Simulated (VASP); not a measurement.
# Hg (C2/m) in VASP: further runs, part 2 of 2

VASP 6.6.1. The steps go on from the part before.

## Step 4: Single point, r2SCAN

The input, INCAR:

```
SYSTEM = Hg
PREC = Accurate
ENCUT = 460
EDIFF = 1E-6
ISMEAR = 0
SIGMA = 0.1
LREAL = .FALSE.
LASPH = .TRUE.
NELM = 100
ALGO = Normal
ISIF = 2
LWAVE = .FALSE.
LCHARG = .FALSE.
METAGGA = R2SCAN
LMIXTAU = .TRUE.
NBANDS = 12
ADDGRID = .FALSE.
```

The input, KPOINTS:

```
Automatic mesh
0
G
  8 8 8
  0 0 0
```

The input, POSCAR:

```
Hg
1.0
    2.1243184923     -2.6725824964      0.0000000000
    2.1243184923      2.6725824964      0.0000000000
   -2.1151288124      0.0000000000      2.8921990043
Hg
1
Direct
    0.0000000000      0.0000000000      0.0000000000
```

Potentials or basis: VASP PAW PBE potentials, release 64 (Hg).

Run with:

```bash
$ cat potpaw_PBE.64/Hg/POTCAR > POTCAR
$ mpirun -np 1 vasp_std > vasp.out
```

OUTCAR:

```text
SYSTEM = Hg
   PREC = Accurate
   ENCUT = 460
   EDIFF = 1E-6
   ISMEAR = 0
   LREAL = .FALSE.
   LASPH = .TRUE.
   NELM = 100
   ISIF = 2
   METAGGA = R2SCAN

 Found    150 irreducible k-points:

 Following reciprocal coordinates:
            Coordinates               Weight
  0.000000  0.000000  0.000000      1.000000
  0.125000  0.000000  0.000000      4.000000
  0.250000  0.000000  0.000000      4.000000
  0.375000  0.000000  0.000000      4.000000
  0.500000  0.000000  0.000000      2.000000
  0.125000  0.125000  0.000000      2.000000
   k-points           NKPTS =    150   k-points in BZ     NKDIM =    150   number of bands    NBANDS=     12
   number of dos      NEDOS =    301   number of ions     NIONS =      1
   total plane-waves  NPLWV =  16128
   dimension x,y,z NGX =    24 NGY =   24 NGZ =   28
   dimension x,y,z NGXF=    48 NGYF=   48 NGZF=   56
   ions per type =               1
   NGX,Y,Z   is equivalent  to a cutoff of  11.69, 11.69, 12.99 a.u.
   NGXF,Y,Z  is equivalent  to a cutoff of  23.37, 23.37, 25.98 a.u.
 SYSTEM =  Hg
   PREC   = accura    normal or accurate (medium, high low for compatibility)
   ISTART =      0    job   : 0-new  1-cont  2-samecut
   ICHARG =      2    charge: 1-file 2-atom 10-const
   ISPIN  =      1    spin polarized calculation?
   LNONCOLLINEAR =      F non collinear calculations
   LSORBIT =      F    spin-orbit coupling
   LASPH  =      T    aspherical Exc in radial PAW
   ENCUT  =  460.0 eV  33.81 Ry    5.81 a.u.   5.97  5.97  6.27*2*pi/ulx,y,z
   NELM   =    100;   NELMIN=  2; NELMDL= -5     # of ELM steps
   EDIFF  = 0.1E-05   stopping-criterion for ELM
   LREAL  =      F    real-space projection
   EDIFFG = 0.1E-04   stopping-criterion for IOM
   NSW    =      0    number of steps for IOM
   IBRION =     -1    ionic relax: 0-MD 1-quasi-New 2-CG
   NFREE  =      0    steps in history (QN), initial steepest desc. (CG)
   ISIF   =      2    stress and relaxation
   ISYM   =      2    0-nonsym 1-usesym 2-fastsym
   POTIM  = 0.5000    time-step for ionic-motion
   TEBEG  =    0.0;   TEEND  =   0.0 temperature during run
   PSTRESS=    0.0 pullay stress
   NELECT =      12.0000    total number of electrons
   NUPDOWN=      -1.0000    fix difference up-down
   EMIN   =  10.00;   EMAX   =-10.00  energy-range for DOS
   EFERMI =   0.00;   METHOD = LEGACY
   ISMEAR =     0;   SIGMA  =   0.10  broadening in eV -4-tet -1-fermi 0-gaus
   EFERMI_NEDOS =   21; number of points for ismear=-14 and -15
   IALGO  =     38    algorithm
   IMIX   =      4    mixing-type and parameters
     AMIX     =   0.40;   BMIX     =  1.00
     AMIX_MAG =   1.60;   BMIX_MAG =  1.00
  volume/ion in A,a.u.               =      32.84       221.62
  Fermi-wavevector in a.u.,A,eV,Ry     =   1.170395  2.211725 18.637577  1.369823
  Thomas-Fermi vector in A             =   2.306854
   LORBIT       =      0    0 simple, 1 ext, 2 COOP (PROOUT), +10 PAW based schemes
   METAGGA = R2SCAN    functional components
   LHFCALC =     F    Hartree Fock is set to
   AEXX    =    0.0000 exact exchange contribution
   IVDW    =     0    specifies the selected vdW correction
   LEPSILON=     F    determine dielectric tensor
   LRPA    =     F    only Hartree local field effects (RPA)
 non-spin polarized calculation
 Gauss-broadening in eV      SIGMA  =   0.10
  energy-cutoff  :      460.00
  volume of cell :       32.84
 maximum number of plane-waves:       762
   NGX = 11   NGY = 11   NGZ = 13

 number of electron      12.0000003 magnetization

 Free energy of the ion-electron system (eV)
  ---------------------------------------------------
  ext. energy  EPLUGINS =         0.00000000
  ---------------------------------------------------
  free energy    TOTEN  =       -49.32606592 eV

  energy without entropy =      -49.32526183  energy(sigma->0) =      -49.32566387

 E-fermi :   0.4095     XC(G=0):  -9.5758

 val. band max:        0.3861713002   @ k =  -0.3750   0.3750   0.5000
 cond. band min:       0.7812846863   @ k =  -0.1250   0.5000   0.1250
 fundamental gap:      0.3951133861
 Fermi energy:         0.4094888725

 k-point     1 :       0.0000    0.0000    0.0000
  band No.  band energies     occupation
      1      -6.4829      2.00000
      2      -6.3201      2.00000
      3      -6.0997      2.00000
      4      -6.0770      2.00000
      5      -5.7644      2.00000
      6      -5.6430      2.00000
      7      12.5976      0.00000
      8      12.8094      0.00000
      9      13.2462      0.00000
     10      14.6323      0.00000
     11      14.8780      0.00000
     12      17.0408      0.00000
[... 61 lines left out ...]
 k-point     6 :       0.1250    0.1250    0.0000
  band No.  band energies     occupation
      1      -6.2619      2.00000
      2      -6.1690      2.00000
      3      -6.0169      2.00000
      4      -5.8211      2.00000
      5      -5.7106      2.00000
      6      -5.3365      2.00000
      7       7.9602      0.00000
      8       9.7210      0.00000
      9      10.9239      0.00000
     10      14.4743      0.00000
     11      14.5626      0.00000
     12      18.1597      0.00000

 [... further k-points ...]

------------------------ aborting loop because EDIFF is reached ----------------------------------------

  FORCE on cell =-STRESS in cart. coord.  units (eV):
  Direction    XX          YY          ZZ          XY          YZ          ZX
  --------------------------------------------------------------------------------------
  -------------------------------------------------------------------------------------
  Total       -0.3241995     -0.2882353     -0.3975911      0.0000000      0.0000000     -0.0015946
  in kB      -15.8166327    -14.0620557    -19.3971681      0.0000000      0.0000000     -0.0777961
  external PRESSURE =     -16.4252855 kB  Pullay stress =       0.0000000 kB

 VOLUME and BASIS-vectors are now :
 -----------------------------------------------------------------------------
  energy-cutoff  :      460.00
  volume of cell :       32.84
      direct lattice vectors                 reciprocal lattice vectors
     2.124318492 -2.672582496  0.000000000     0.235369603 -0.187084964  0.172130973
     2.124318492  2.672582496  0.000000000     0.235369603  0.187084964  0.172130973
    -2.115128812  0.000000000  2.892199004     0.000000000  0.000000000  0.345757674

 POSITION                                       TOTAL-FORCE (eV/Angst)
 -----------------------------------------------------------------------------------
      0.00000      0.00000      0.00000        -0.000000      0.000000      0.000000
 -----------------------------------------------------------------------------------
    total drift:                                0.000000     -0.000000     -0.000000

  FREE ENERGIE OF THE ION-ELECTRON SYSTEM (eV)
  ---------------------------------------------------
  free  energy   TOTEN  =       -49.3260659176 eV

  energy  without entropy=      -49.3252618262  energy(sigma->0) =      -49.32566387
```

OSZICAR:

```text
N       E                     dE             d eps       ncg     rms          rms(c)
DAV:   1     0.144822083492E+02    0.14482E+02   -0.59300E+03  3848   0.843E+02
DAV:   2    -0.519324180335E+02   -0.66415E+02   -0.61996E+02  3936   0.208E+02
DAV:   3    -0.532572979666E+02   -0.13249E+01   -0.13240E+01  4304   0.330E+01
DAV:   4    -0.532588098300E+02   -0.15119E-02   -0.15118E-02  3956   0.119E+00
DAV:   5    -0.532588129049E+02   -0.30749E-05   -0.30749E-05  4228   0.501E-02    0.164E+00
DAV:   6    -0.492688322353E+02    0.39900E+01   -0.22338E+00  3644   0.174E+01    0.400E+00
DAV:   7    -0.493242134772E+02   -0.55381E-01   -0.58149E-02  4040   0.297E+00    0.235E+00
DAV:   8    -0.493049215229E+02    0.19292E-01   -0.86133E-02  3624   0.310E+00    0.390E-01
DAV:   9    -0.493044624095E+02    0.45911E-03   -0.36709E-02  3608   0.164E+00    0.170E-01
DAV:  10    -0.492753806064E+02    0.29082E-01   -0.58880E-03  3600   0.618E-01    0.359E-01
DAV:  11    -0.493178898219E+02   -0.42509E-01   -0.13988E-02  3600   0.980E-01    0.185E-01
DAV:  12    -0.493260524818E+02   -0.81627E-02   -0.41833E-03  3636   0.509E-01    0.176E-02
DAV:  13    -0.493260153589E+02    0.37123E-04   -0.43469E-05  4032   0.609E-02    0.173E-02
DAV:  14    -0.493260586847E+02   -0.43326E-04   -0.29340E-05  3712   0.498E-02    0.862E-03
DAV:  15    -0.493260656313E+02   -0.69465E-05   -0.50275E-06  3772   0.192E-02    0.441E-03
DAV:  16    -0.493260659176E+02   -0.28636E-06   -0.56754E-07  3748   0.828E-03
   1 F= -.49326066E+02 E0= -.49325664E+02  d E =-.804091E-03
```

It took 2.1 min on 1 thread of Intel Xeon Platinum 8259CL at 2.50GHz (Skylake/Cascade Lake), shared host; peak memory 0.18 GiB.

These settings aren't checked as converged: the numbers below hold their error.

Results:

```yaml
Free_energy: -49.3261 eV
Pressure: -1.6 GPa
Band_gap_on_the_k_mesh: none (metal or under the smearing width)
```

Caveat: the PAW data sets were made with another functional, which shifts forces and pressure a little.

## Step 5: Single point, r2SCAN

INCAR, as its differences from that of step 4:

```diff
@@ -2,3 +2,3 @@
 PREC = Accurate
-ENCUT = 460
+ENCUT = 520
 EDIFF = 1E-6
```

KPOINTS is that of step 4.

POSCAR is that of step 4.

Potentials or basis: VASP PAW PBE potentials, release 64 (Hg).

Run with:

```bash
$ cat potpaw_PBE.64/Hg/POTCAR > POTCAR
$ mpirun -np 1 vasp_std > vasp.out
```

OUTCAR:

```text
SYSTEM = Hg
   PREC = Accurate
   ENCUT = 520
   EDIFF = 1E-6
   ISMEAR = 0
   LREAL = .FALSE.
   LASPH = .TRUE.
   NELM = 100
   ISIF = 2
   METAGGA = R2SCAN

 Found    150 irreducible k-points:

 Following reciprocal coordinates:
            Coordinates               Weight
  0.000000  0.000000  0.000000      1.000000
  0.125000  0.000000  0.000000      4.000000
  0.250000  0.000000  0.000000      4.000000
  0.375000  0.000000  0.000000      4.000000
  0.500000  0.000000  0.000000      2.000000
  0.125000  0.125000  0.000000      2.000000
   k-points           NKPTS =    150   k-points in BZ     NKDIM =    150   number of bands    NBANDS=     12
   number of dos      NEDOS =    301   number of ions     NIONS =      1
   total plane-waves  NPLWV =  21952
   dimension x,y,z NGX =    28 NGY =   28 NGZ =   28
   dimension x,y,z NGXF=    56 NGYF=   56 NGZF=   56
   ions per type =               1
   NGX,Y,Z   is equivalent  to a cutoff of  13.63, 13.63, 12.99 a.u.
   NGXF,Y,Z  is equivalent  to a cutoff of  27.27, 27.27, 25.98 a.u.
 SYSTEM =  Hg
   PREC   = accura    normal or accurate (medium, high low for compatibility)
   ISTART =      0    job   : 0-new  1-cont  2-samecut
   ICHARG =      2    charge: 1-file 2-atom 10-const
   ISPIN  =      1    spin polarized calculation?
   LNONCOLLINEAR =      F non collinear calculations
   LSORBIT =      F    spin-orbit coupling
   LASPH  =      T    aspherical Exc in radial PAW
   ENCUT  =  520.0 eV  38.22 Ry    6.18 a.u.   6.35  6.35  6.66*2*pi/ulx,y,z
   NELM   =    100;   NELMIN=  2; NELMDL= -5     # of ELM steps
   EDIFF  = 0.1E-05   stopping-criterion for ELM
   LREAL  =      F    real-space projection
   EDIFFG = 0.1E-04   stopping-criterion for IOM
   NSW    =      0    number of steps for IOM
   IBRION =     -1    ionic relax: 0-MD 1-quasi-New 2-CG
   NFREE  =      0    steps in history (QN), initial steepest desc. (CG)
   ISIF   =      2    stress and relaxation
   ISYM   =      2    0-nonsym 1-usesym 2-fastsym
   POTIM  = 0.5000    time-step for ionic-motion
   TEBEG  =    0.0;   TEEND  =   0.0 temperature during run
   PSTRESS=    0.0 pullay stress
   NELECT =      12.0000    total number of electrons
   NUPDOWN=      -1.0000    fix difference up-down
   EMIN   =  10.00;   EMAX   =-10.00  energy-range for DOS
   EFERMI =   0.00;   METHOD = LEGACY
   ISMEAR =     0;   SIGMA  =   0.10  broadening in eV -4-tet -1-fermi 0-gaus
   EFERMI_NEDOS =   21; number of points for ismear=-14 and -15
   IALGO  =     38    algorithm
   IMIX   =      4    mixing-type and parameters
     AMIX     =   0.40;   BMIX     =  1.00
     AMIX_MAG =   1.60;   BMIX_MAG =  1.00
  volume/ion in A,a.u.               =      32.84       221.62
  Fermi-wavevector in a.u.,A,eV,Ry     =   1.170395  2.211725 18.637577  1.369823
  Thomas-Fermi vector in A             =   2.306854
   LORBIT       =      0    0 simple, 1 ext, 2 COOP (PROOUT), +10 PAW based schemes
   METAGGA = R2SCAN    functional components
   LHFCALC =     F    Hartree Fock is set to
   AEXX    =    0.0000 exact exchange contribution
   IVDW    =     0    specifies the selected vdW correction
   LEPSILON=     F    determine dielectric tensor
   LRPA    =     F    only Hartree local field effects (RPA)
 non-spin polarized calculation
 Gauss-broadening in eV      SIGMA  =   0.10
  energy-cutoff  :      520.00
  volume of cell :       32.84
 maximum number of plane-waves:       897
 NGX is ok and might be reduce to    28
   NGX = 13   NGY = 13   NGZ = 13

 number of electron      11.9999998 magnetization

 Free energy of the ion-electron system (eV)
  ---------------------------------------------------
  ext. energy  EPLUGINS =         0.00000000
  ---------------------------------------------------
  free energy    TOTEN  =       -49.32591234 eV

  energy without entropy =      -49.32510806  energy(sigma->0) =      -49.32551020

 E-fermi :   0.4094     XC(G=0):  -9.5752

 val. band max:        0.3857280663   @ k =  -0.3750   0.3750   0.5000
 cond. band min:       0.7816354529   @ k =  -0.1250   0.5000   0.1250
 fundamental gap:      0.3959073866
 Fermi energy:         0.4094099263

 k-point     1 :       0.0000    0.0000    0.0000
  band No.  band energies     occupation
      1      -6.4827      2.00000
      2      -6.3209      2.00000
      3      -6.1004      2.00000
      4      -6.0777      2.00000
      5      -5.7651      2.00000
      6      -5.6437      2.00000
      7      12.5974      0.00000
      8      12.8095      0.00000
      9      13.2461      0.00000
     10      14.6325      0.00000
     11      14.8777      0.00000
     12      17.0404      0.00000

 k-point     2 :       0.1250    0.0000    0.0000
  band No.  band energies     occupation
      1      -6.3401      2.00000
      2      -6.1473      2.00000
      3      -6.1068      2.00000
      4      -5.9742      2.00000
      5      -5.7777      2.00000
      6      -5.6641      2.00000
      7      10.0969      0.00000
      8      11.8106      0.00000
      9      12.6891      0.00000
     10      14.0436      0.00000
     11      14.7681      0.00000
     12      16.2063      0.00000

 k-point     3 :       0.2500    0.0000    0.0000
  band No.  band energies     occupation
      1      -6.3653      2.00000
      2      -6.2202      2.00000
      3      -5.8039      2.00000
      4      -5.7930      2.00000
      5      -5.6882      2.00000
      6      -5.0047      2.00000
      7       6.1486      0.00000
      8      10.2319      0.00000
      9      11.7437      0.00000
     10      13.3385      0.00000
     11      15.2520      0.00000
     12      15.5591      0.00000

 k-point     4 :       0.3750    0.0000    0.0000
  band No.  band energies     occupation
      1      -6.4476      2.00000
      2      -6.3169      2.00000
      3      -5.8094      2.00000
      4      -5.6824      2.00000
      5      -5.5125      2.00000
      6      -3.2940      2.00000
      7       2.6003      0.00000
      8       9.0112      0.00000
      9      10.9270      0.00000
     10      12.9160      0.00000
     11      14.8699      0.00000
     12      16.5836      0.00000

 k-point     5 :       0.5000    0.0000    0.0000
  band No.  band energies     occupation
      1      -6.4945      2.00000
      2      -6.3512      2.00000
      3      -5.8149      2.00000
      4      -5.6662      2.00000
      5      -5.3925      2.00000
      6      -1.6435      2.00000
      7       0.3295      1.74128
      8       8.5570      0.00000
      9      10.6207      0.00000
     10      12.7862      0.00000
     11      14.7409      0.00000
     12      17.1411      0.00000

 k-point     6 :       0.1250    0.1250    0.0000
  band No.  band energies     occupation
      1      -6.2627      2.00000
      2      -6.1697      2.00000
      3      -6.0174      2.00000
      4      -5.8218      2.00000
      5      -5.7113      2.00000
      6      -5.3366      2.00000
      7       7.9600      0.00000
      8       9.7210      0.00000
      9      10.9238      0.00000
     10      14.4744      0.00000
     11      14.5623      0.00000
     12      18.1592      0.00000

 [... further k-points ...]

------------------------ aborting loop because EDIFF is reached ----------------------------------------

  FORCE on cell =-STRESS in cart. coord.  units (eV):
  Direction    XX          YY          ZZ          XY          YZ          ZX
  --------------------------------------------------------------------------------------
  -------------------------------------------------------------------------------------
  Total       -0.3320960     -0.2962548     -0.4054933      0.0000000      0.0000000     -0.0015739
  in kB      -16.2018780    -14.4533003    -19.7826881      0.0000000      0.0000000     -0.0767842
  external PRESSURE =     -16.8126222 kB  Pullay stress =       0.0000000 kB

 VOLUME and BASIS-vectors are now :
 -----------------------------------------------------------------------------
  energy-cutoff  :      520.00
  volume of cell :       32.84
      direct lattice vectors                 reciprocal lattice vectors
     2.124318492 -2.672582496  0.000000000     0.235369603 -0.187084964  0.172130973
     2.124318492  2.672582496  0.000000000     0.235369603  0.187084964  0.172130973
    -2.115128812  0.000000000  2.892199004     0.000000000  0.000000000  0.345757674

 POSITION                                       TOTAL-FORCE (eV/Angst)
 -----------------------------------------------------------------------------------
      0.00000      0.00000      0.00000         0.000000      0.000000      0.000000
 -----------------------------------------------------------------------------------
    total drift:                               -0.000000      0.000000     -0.000000

  FREE ENERGIE OF THE ION-ELECTRON SYSTEM (eV)
  ---------------------------------------------------
  free  energy   TOTEN  =       -49.3259123407 eV

  energy  without entropy=      -49.3251080582  energy(sigma->0) =      -49.32551020
```

stdout:

```text
POSCAR found type information on POSCAR Hg
 POSCAR found :  1 types and       1 ions
 scaLAPACK will be used
 -----------------------------------------------------------------------------
|                                                                             |
|                                                                             |
|     You enforced a specific xc type in the INCAR file but a different       |
|     I HOPE YOU KNOW WHAT YOU ARE DOING!                                     |
|                                                                             |
 -----------------------------------------------------------------------------

 LDA part: xc-table for (None), standard interpolation
 POSCAR, INCAR and KPOINTS ok, starting setup
 FFT: planning ... GRIDC
 FFT: planning ... GRID_SOFT
 FFT: planning ... GRID
 WAVECAR not read
 entering main loop
```

Wall time 4.1 min (1 thread of Intel Xeon Platinum 8259CL at 2.50GHz (Skylake/Cascade Lake), shared host); peak memory 0.21 GiB.

These settings aren't checked as converged: the numbers below hold their error.

What came out:

- Free energy: -49.3259 eV
- Pressure: -1.7 GPa
- Band gap on the k mesh: none (metal or under the smearing width)

Caveat: the PAW data sets were made with another functional, which shifts forces and pressure a little.
